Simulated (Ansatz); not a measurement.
The system is GaN.

```xyz
2
Lattice="0.0000 2.2535 2.2535 2.2535 0.0000 2.2535 2.2535 2.2535 0.0000" Properties=species:S:1:pos:R:3 pbc="T T T"
Ga    0.0000    0.0000    0.0000
N     1.1268    1.1268    1.1268
```

The cell is a database's computed one.

Base run:

```yaml
Program: Ansatz 0.2.0
Functional: HSE06
Potentials_or_basis: all-electron PAW datasets made for the crystal
Cutoff: 490 eV (chosen from the basis error)
k_mesh: 8 × 8 × 8
Occupations: fermi-dirac, width 0.05 eV
Spin: no spin polarisation
```

Its results: band gap on the k mesh 2.98 eV, direct; pressure -1.2 GPa.

The run is repeated on the same cell with these changes: functional from HSE06 to PBE0. What comes out?

Band gap on the k mesh 3.65 eV, direct; pressure -1.4 GPa.

